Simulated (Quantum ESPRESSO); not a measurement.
# Ti (Fm-3m) in Quantum ESPRESSO: reference runs

How does Ti come out in PBE? The cell is run as given and disturbed.

Program: Quantum ESPRESSO 7.5. These are calculated values, not measurements. Logs are shortened: lines on timing, memory, paths and dates and some standing lists are left out, and cuts for length are marked.

## (1) The structure

The structure is cubic, space group Fm-3m (No. 225). Conventional cell: a = 4.060 Å, b = 4.060 Å, c = 4.060 Å, α = 90.00°, β = 90.00°, γ = 90.00°. Ti (site symmetry m-3m) has 12 Ti at 2.87 Å as nearest neighbours.

This isn't the form of Ti at room conditions, which is hcp.

## (2) Single point, PBE

Contents of pw.in:

```
&CONTROL
  calculation = 'scf'
  prefix = 'pwscf'
  outdir = './tmp'
  pseudo_dir = './pseudo'
  tprnfor = .true.
  tstress = .true.
  disk_io = 'nowf'
/
&SYSTEM
  ibrav = 0
  nat = 1
  ntyp = 1
  ecutwfc = 55
  ecutrho = 440
  nbnd = 12
  occupations = 'smearing'
  smearing = 'fd'
  degauss = 0.00367493
/
&ELECTRONS
  conv_thr = 2d-10
  electron_maxstep = 120
  mixing_beta = 0.5
/
ATOMIC_SPECIES
Ti    47.8670 ti_pbe_v1.4.uspp.F.UPF
CELL_PARAMETERS angstrom
   0.0000000000    2.0300000000    2.0300000000
   2.0300000000    0.0000000000    2.0300000000
   2.0300000000    2.0300000000    0.0000000000
ATOMIC_POSITIONS crystal
Ti     0.0000000000    0.0000000000    0.0000000000
K_POINTS automatic
11 11 11 0 0 0
```

Potentials or basis: SSSP 1.3 efficiency PBE.

Started as:

```
OMP_NUM_THREADS=1 pw.x -in pw.in > pw.out
```

pw.out:

```text
This program is part of the open-source Quantum ESPRESSO suite
     for quantum simulation of materials; please cite
         "P. Giannozzi et al., J. Phys.:Condens. Matter 21 395502 (2009);
         "P. Giannozzi et al., J. Phys.:Condens. Matter 29 465901 (2017);
         "P. Giannozzi et al., J. Chem. Phys. 152 154105 (2020);
     in publications or presentations arising from this work. More details at

     Message from routine setup:
     using ibrav=0 with symmetry is DISCOURAGED, use correct ibrav instead

     G-vector sticks info
     --------------------
     sticks:   dense  smooth     PW     G-vecs:    dense   smooth      PW
     Sum         889     439    151                17573     6231    1211

     Using Slab Decomposition

     bravais-lattice index     =            0
     lattice parameter (alat)  =       5.4251  a.u.
     unit-cell volume          =     112.9054 (a.u.)^3
     number of atoms/cell      =            1
     number of atomic types    =            1
     number of electrons       =        12.00
     number of Kohn-Sham states=           12
     kinetic-energy cutoff     =      55.0000  Ry
     charge density cutoff     =     440.0000  Ry
     scf convergence threshold =      2.0E-10
     mixing beta               =       0.5000
     number of iterations used =            8  plain     mixing
     Exchange-correlation=  SLA  PW   PBX  PBC
                           (   1   4   3   4   0   0   0)

     celldm(1)=   5.425127  celldm(2)=   0.000000  celldm(3)=   0.000000
     celldm(4)=   0.000000  celldm(5)=   0.000000  celldm(6)=   0.000000

     crystal axes: (cart. coord. in units of alat)
               a(1) = (   0.000000   0.707107   0.707107 )
               a(2) = (   0.707107   0.000000   0.707107 )
               a(3) = (   0.707107   0.707107   0.000000 )

     reciprocal axes: (cart. coord. in units 2 pi/alat)
               b(1) = ( -0.707107  0.707107  0.707107 )
               b(2) = (  0.707107 -0.707107  0.707107 )
               b(3) = (  0.707107  0.707107 -0.707107 )

     PseudoPot. # 1 for Ti read from file:
     ti_pbe_v1.4.uspp.F.UPF
     Pseudo is Ultrasoft + core correction, Zval = 12.0
     Generated by new atomic code, or converted to UPF format
     Using radial grid of  851 points,  6 beta functions with:
                l(1) =   0
                l(2) =   0
                l(3) =   1
                l(4) =   1
                l(5) =   2
                l(6) =   2
     Q(r) pseudized with  6 coefficients,  rinner =    1.000   1.000   1.000
                                                       1.000   1.000

     atomic species   valence    mass     pseudopotential
     Ti               12.00    47.86700     Ti( 1.00)

     48 Sym. Ops., with inversion, found

   Cartesian axes

     site n.     atom                  positions (alat units)
         1        Ti     tau(   1) = (   0.0000000   0.0000000   0.0000000  )

     number of k points=    56  Fermi-Dirac smearing, width (Ry)=  0.0037
                       cart. coord. in units 2pi/alat
        k(    1) = (   0.0000000   0.0000000   0.0000000), wk =   0.0015026
        k(    2) = (   0.0642824   0.0642824  -0.0642824), wk =   0.0120210
        k(    3) = (   0.1285649   0.1285649  -0.1285649), wk =   0.0120210
        k(    4) = (   0.1928473   0.1928473  -0.1928473), wk =   0.0120210
        k(    5) = (   0.2571297   0.2571297  -0.2571297), wk =   0.0120210
        k(    6) = (   0.3214122   0.3214122  -0.3214122), wk =   0.0120210
[... 48 lines left out ...]
        k(   55) = (  -0.0642824  -0.4499770   0.7071068), wk =   0.0360631
        k(   56) = (   0.0000000  -0.3856946   0.6428243), wk =   0.0360631

     Dense  grid:    17573 G-vectors     FFT dimensions: (  40,  40,  40)

     Smooth grid:     6231 G-vectors     FFT dimensions: (  25,  25,  25)

     Check: negative core charge=   -0.000005

     Initial potential from superposition of free atoms

     starting charge      11.0000, renormalised to      12.0000

     negative rho (up, down):  1.597E-03 0.000E+00
     Starting wfcs are   10 randomized atomic wfcs +    2 random wfcs

     Self-consistent Calculation

     iteration #  1     ecut=    55.00 Ry     beta= 0.50
     Davidson diagonalization with overlap
     ethr =  1.00E-02,  avg # of iterations =  4.8

     negative rho (up, down):  1.957E-03 0.000E+00

     total energy              =    -119.09059849 Ry
     estimated scf accuracy    <       0.62085347 Ry

     iteration #  2     ecut=    55.00 Ry     beta= 0.50
     Davidson diagonalization with overlap
     ethr =  5.17E-03,  avg # of iterations =  2.0

     negative rho (up, down):  1.194E-03 0.000E+00

     total energy              =    -119.24355232 Ry
     estimated scf accuracy    <       0.01364935 Ry

     iteration #  3     ecut=    55.00 Ry     beta= 0.50
     Davidson diagonalization with overlap
     ethr =  1.14E-04,  avg # of iterations =  2.6

     negative rho (up, down):  5.371E-04 0.000E+00

     total energy              =    -119.24644005 Ry
     estimated scf accuracy    <       0.00019901 Ry

     iteration #  4     ecut=    55.00 Ry     beta= 0.50
     Davidson diagonalization with overlap
     ethr =  1.66E-06,  avg # of iterations =  3.5
[... 28 lines left out ...]
     negative rho (up, down):  4.914E-04 0.000E+00

     total energy              =    -119.24645501 Ry
     estimated scf accuracy    <       0.00000002 Ry

     iteration #  8     ecut=    55.00 Ry     beta= 0.50
     Davidson diagonalization with overlap
     ethr =  1.66E-10,  avg # of iterations =  2.0

     negative rho (up, down):  4.912E-04 0.000E+00

     total energy              =    -119.24645502 Ry
     estimated scf accuracy    <          2.2E-09 Ry

     iteration #  9     ecut=    55.00 Ry     beta= 0.50
     Davidson diagonalization with overlap
     ethr =  1.84E-11,  avg # of iterations =  1.3

     negative rho (up, down):  4.912E-04 0.000E+00

     End of self-consistent calculation

          k = 0.0000 0.0000 0.0000 (   749 PWs)   bands (ev):

   -42.7089 -18.5347 -18.5347 -18.5347   7.7338  14.8013  14.8013  14.8013
    16.5238  16.5238  29.3490  34.0116

          k = 0.0643 0.0643-0.0643 (   773 PWs)   bands (ev):

   -42.6977 -18.5973 -18.5425 -18.5425   8.0084  14.6314  14.8985  14.8985
    16.4623  16.4623  29.5656  32.2084

          k = 0.1286 0.1286-0.1286 (   791 PWs)   bands (ev):

   -42.6673 -18.7629 -18.5632 -18.5632   8.7765  14.2404  15.0707  15.0707
    16.4199  16.4199  29.0017  30.4544

          k = 0.1928 0.1928-0.1928 (   778 PWs)   bands (ev):

   -42.6273 -18.9754 -18.5902 -18.5902   9.8424  13.9113  15.0356  15.0356
    16.7044  16.7044  26.5971  29.9825

          k = 0.2571 0.2571-0.2571 (   775 PWs)   bands (ev):

   -42.5903 -19.1665 -18.6148 -18.6148  10.7827  14.0007  14.8394  14.8394
    17.2196  17.2196  24.2986  29.2008

          k = 0.3214 0.3214-0.3214 (   778 PWs)   bands (ev):

   -42.5682 -19.2784 -18.6293 -18.6293  11.1899  14.4980  14.6960  14.6960
    17.6013  17.6013  22.7282  28.6689

          k = 0.1286 0.0000-0.0000 (   781 PWs)   bands (ev):
[... 64 lines left out ...]
          k = 0.4500 0.1928-0.1928 (   777 PWs)   bands (ev):

   -42.5603 -19.1684 -18.7383 -18.6833  11.6438  13.2377  14.3363  15.4682
    17.7048  18.1663  23.7352  28.6781

          k =-0.1928-0.4500 0.4500 (   779 PWs)   bands (ev):

   -42.5479 -19.2160 -18.7801 -18.6741  11.9713  13.3165  14.3954  15.3231
    17.5942  19.1524  22.3478  28.0218

          k =-0.1286-0.3857 0.3857 (   777 PWs)   bands (ev):

   -42.5552 -19.1802 -18.7960 -18.6485  11.8968  13.5102  14.1947  15.3048
    17.0877  18.9787  23.2593  27.6768

          k =-0.0643-0.3214 0.3214 (   785 PWs)   bands (ev):

   -42.5799 -19.0794 -18.7729 -18.6145  11.2867  13.5717  14.2547  15.4418
    16.3896  18.2908  25.4659  27.6948

          k = 0.0000-0.2571 0.2571 (   785 PWs)   bands (ev):

   -42.6139 -18.9551 -18.7072 -18.5828  10.2621  13.6901  14.7119  15.7132
    15.7306  17.5294  27.6949  28.2181

          k = 0.3857 0.0000-0.0000 (   785 PWs)   bands (ev):

   -42.6006 -18.9544 -18.6870 -18.6870  10.3864  13.0851  15.0357  16.2217
    16.2217  17.1422  29.3563  29.6771

          k = 0.4500 0.0643-0.0643 (   782 PWs)   bands (ev):

   -42.5723 -19.0594 -18.7326 -18.7180  11.0235  12.8072  14.8116  16.4150
    17.0088  17.4466  27.2608  28.6210

          k = 0.5143 0.1286-0.1286 (   772 PWs)   bands (ev):

   -42.5474 -19.1369 -18.8027 -18.7304  11.6483  12.7320  14.5366  16.2708
    17.7486  18.3642  24.6922  27.4629

          k =-0.1286-0.5143 0.5143 (   774 PWs)   bands (ev):

   -42.5338 -19.1531 -18.8852 -18.7204  12.1930  12.7572  14.3331  16.0610
    17.6506  20.0138  22.5614  26.4542

          k =-0.0643-0.4500 0.4500 (   774 PWs)   bands (ev):

   -42.5360 -19.1137 -18.9427 -18.6912  12.5718  12.8797  14.0049  15.8883
    17.1744  20.2224  22.8589  25.7134

          k =-0.0000-0.3857 0.3857 (   776 PWs)   bands (ev):

   -42.5532 -19.0883 -18.8990 -18.6517  12.1806  13.5295  13.6070  15.7339
    16.6220  19.2415  25.0239  25.5317

          k = 0.5143 0.0000-0.0000 (   777 PWs)   bands (ev):

   -42.5517 -19.1283 -18.7546 -18.7546  11.1480  12.4644  15.4604  17.1298
    17.1298  17.4400  27.2570  27.5665

          k = 0.5785 0.0643-0.0643 (   771 PWs)   bands (ev):

   -42.5333 -19.1802 -18.8015 -18.7718  11.3539  12.3398  15.5567  17.1344
    17.7649  18.1535  25.7868  26.1713

          k =-0.0643-0.5785 0.5785 (   766 PWs)   bands (ev):

   -42.5229 -19.1707 -18.8875 -18.7642  11.7076  12.4523  15.0987  16.8797
    17.7496  19.9053  23.5923  25.2384

          k =-0.0000-0.5143 0.5143 (   774 PWs)   bands (ev):

   -42.5239 -19.0969 -18.9898 -18.7342  12.2243  12.6678  14.4508  16.4733
    17.4270  21.7017  21.7650  24.8131

          k = 0.6428-0.0000 0.0000 (   773 PWs)   bands (ev):

   -42.5226 -19.2279 -18.7946 -18.7946  11.1998  12.1250  16.6514  17.6239
    17.8395  17.8395  25.2425  26.2047

          k =-0.0000-0.6428 0.6428 (   772 PWs)   bands (ev):

   -42.5187 -19.2236 -18.8276 -18.7918  11.3203  12.1751  16.1483  17.4600
    17.8893  18.8490  24.8679  25.1433

          k = 0.2571 0.1286 0.0000 (   782 PWs)   bands (ev):

   -42.6428 -18.8301 -18.6387 -18.5849   9.4126  13.8334  15.0681  15.4892
    15.8842  16.9378  29.2684  29.5586

          k = 0.3214 0.1928-0.0643 (   782 PWs)   bands (ev):

   -42.6070 -18.9869 -18.6931 -18.6094  10.4197  13.5465  14.6703  15.5422
    16.2635  17.4778  26.9502  29.0511

          k = 0.3857 0.2571-0.1286 (   779 PWs)   bands (ev):

   -42.5739 -19.1344 -18.7292 -18.6399  11.3513  13.4988  14.3407  15.3361
    16.9812  18.1373  24.5056  28.6820

          k =-0.2571-0.3857 0.5143 (   777 PWs)   bands (ev):

   -42.5542 -19.2222 -18.7459 -18.6614  11.7847  13.5395  14.4134  15.1865
    17.4892  18.7652  22.6711  28.4851

          k = 0.3857 0.1286-0.0000 (   786 PWs)   bands (ev):

   -42.5939 -18.9934 -18.7168 -18.6628  10.6636  13.1702  14.6464  16.2341
    16.2437  17.4712  27.9646  28.4164

          k = 0.4500 0.1928-0.0643 (   783 PWs)   bands (ev):

   -42.5641 -19.0945 -18.7805 -18.6906  11.5058  13.0355  14.2258  16.0742
    17.0242  18.2384  25.5597  27.8531

          k =-0.1928-0.4500 0.5785 (   782 PWs)   bands (ev):

   -42.5433 -19.1564 -18.8348 -18.7083  12.1389  12.9902  14.0877  15.8433
    17.5180  19.3345  23.2213  27.6272

          k =-0.1286-0.3857 0.5143 (   772 PWs)   bands (ev):

   -42.5382 -19.1618 -18.8706 -18.7006  12.4474  12.9494  14.0723  15.7021
    17.4353  20.0599  22.3550  26.9987

          k =-0.0643-0.3214 0.4500 (   775 PWs)   bands (ev):

   -42.5505 -19.1199 -18.8634 -18.6720  12.1653  13.3020  13.7820  15.7564
    16.9416  19.2306  24.1427  26.5843

          k = 0.0000-0.2571 0.3857 (   781 PWs)   bands (ev):

   -42.5762 -19.0576 -18.7962 -18.6364  11.3779  13.3838  14.1089  15.8659
    16.3224  18.3273  26.5156  26.7155

          k = 0.5143 0.1286 0.0000 (   778 PWs)   bands (ev):

   -42.5489 -19.1255 -18.7881 -18.7446  11.4296  12.6183  14.7864  16.9177
    17.1317  18.1642  26.6323  26.7706

          k =-0.1286-0.5143 0.6428 (   770 PWs)   bands (ev):

   -42.5313 -19.1473 -18.8632 -18.7612  11.8466  12.6573  14.5417  16.6437
    17.6288  19.4584  24.2797  26.2662

          k =-0.0643-0.4500 0.5785 (   771 PWs)   bands (ev):

   -42.5251 -19.1072 -18.9583 -18.7489  12.2988  12.7913  14.1965  16.2924
    17.5855  21.1942  22.2812  25.3614

          k = 0.0000-0.3857 0.5143 (   771 PWs)   bands (ev):

   -42.5323 -19.0649 -18.9924 -18.7141  12.6552  12.9587  13.7288  16.0542
    17.2118  20.4382  23.4486  24.9899

          k =-0.0643-0.5785 0.7071 (   768 PWs)   bands (ev):

   -42.5222 -19.1975 -18.8302 -18.7963  11.4648  12.3129  15.5492  17.2491
    17.8399  19.1088  25.2229  25.5692

          k =-0.0000-0.5143 0.6428 (   770 PWs)   bands (ev):

   -42.5191 -19.1584 -18.9018 -18.7873  11.7916  12.5310  14.9283  16.8249
    17.8421  20.4767  23.6834  24.8067

          k =-0.1928-0.4500 0.7071 (   773 PWs)   bands (ev):

   -42.5416 -19.1090 -18.8772 -18.7240  12.1215  13.0623  13.7955  16.3302
    17.1460  19.3567  25.1949  25.5764

          k =-0.1286-0.3857 0.6428 (   772 PWs)   bands (ev):

   -42.5282 -19.0975 -18.9461 -18.7526  12.4751  13.0851  13.6865  16.1151
    17.5429  20.7349  22.9876  25.8778

          k =-0.0643-0.4500 0.7071 (   762 PWs)   bands (ev):

   -42.5211 -19.1156 -18.9250 -18.7979  12.0724  12.8674  14.2359  16.4588
    17.8400  20.8166  24.1086  25.0217

          k = 0.0000-0.3857 0.6428 (   771 PWs)   bands (ev):

   -42.5199 -19.0475 -19.0066 -18.7941  12.3119  13.2079  13.7600  16.1656
    17.8391  22.3241  22.3576  24.7839

     the Fermi energy is    13.8896 ev

!    total energy              =    -119.24645502 Ry
     estimated scf accuracy    <          2.8E-12 Ry
     smearing contrib. (-TS)   =      -0.00082874 Ry
     internal energy E=F+TS    =    -119.24562627 Ry

     The total energy is F=E-TS. E is the sum of the following terms:
     one-electron contribution =     -38.88535249 Ry
     hartree contribution      =      23.76440750 Ry
     xc contribution           =     -18.07210701 Ry
     ewald contribution        =     -86.05257428 Ry

     convergence has been achieved in   9 iterations

     negative rho (up, down):  4.912E-04 0.000E+00

     Forces acting on atoms (cartesian axes, Ry/au):

     atom    1 type  1   force =     0.00000000    0.00000000    0.00000000

     Total force =     0.000000     Total SCF correction =     0.000000

     Computing stress (Cartesian axis) and pressure

     negative rho (up, down):  4.912E-04 0.000E+00
          total   stress  (Ry/bohr**3)                   (kbar)     P=       41.83
   0.00028437   0.00000000   0.00000000           41.83        0.00        0.00
   0.00000000   0.00028437   0.00000000            0.00       41.83        0.00
   0.00000000   0.00000000   0.00028437            0.00        0.00       41.83

=------------------------------------------------------------------------------=
   JOB DONE.
=------------------------------------------------------------------------------=
```

It took 7.5 s on 1 thread of Arm Neoverse V2, shared host; peak memory 0.09 GiB.

What came out:

```yaml
Free_energy: -1622.4307 eV
Pressure: 4.2 GPa
Band_gap_on_the_k_mesh: none (metal or under the smearing width)
```

(Part 1 of 2 ends here.)
